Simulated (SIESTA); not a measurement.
Runs of SIESTA 5.4.2 on CaO. It takes space group Fm-3m (No. 225, cubic). The conventional cell has a = 4.807 Å, b = 4.807 Å, c = 4.807 Å, α = 90.00°, β = 90.00°, γ = 90.00°. Ca (site symmetry m-3m) is surrounded by 6 O at 2.40 Å. O (site symmetry m-3m) is surrounded by 6 Ca at 2.40 Å. The cell is a database's computed one.

```csv
task,level,potentials or basis,gap on the mesh (eV),pressure (GPa)
band structure,vdW-DF-cx,"PseudoDojo 0.4 standard (PBE files), DZP (energy shift 0.003 Ry; two zetas on semicore shells; d shell added on Ca)",3.63,-1.1
single point,PBE,"PseudoDojo 0.4 standard (PBE files), DZP (energy shift 0.003 Ry; two zetas on semicore shells; d shell added on Ca)",3.63,2.2
band structure,AM05,"PseudoDojo 0.4 standard (PBEsol files), DZP (energy shift 0.003 Ry; two zetas on semicore shells; d shell added on Ca)",(b),(a)
band structure,LDA,"PseudoDojo 0.4 standard (LDA files), DZP (energy shift 0.003 Ry; two zetas on semicore shells; d shell added on Ca)",3.49,-6.5
```

Alike in all rows: no spin polarisation; cell as given; k mesh 10 × 10 × 10; smearing fermi-dirac 0.05 eV; grid cutoff 800 Ry; energy shift 0.003 Ry.

Fill in the values left out.

(a) -1.3; (b) 3.58.

Caveats: the basis of atomic orbitals isn't converged, which shifts pressures, moduli and gaps; the potentials were made for another functional, which shifts forces and pressure (some runs).

A k mesh can miss the band edges.

Not every run made on this cell is shown here.
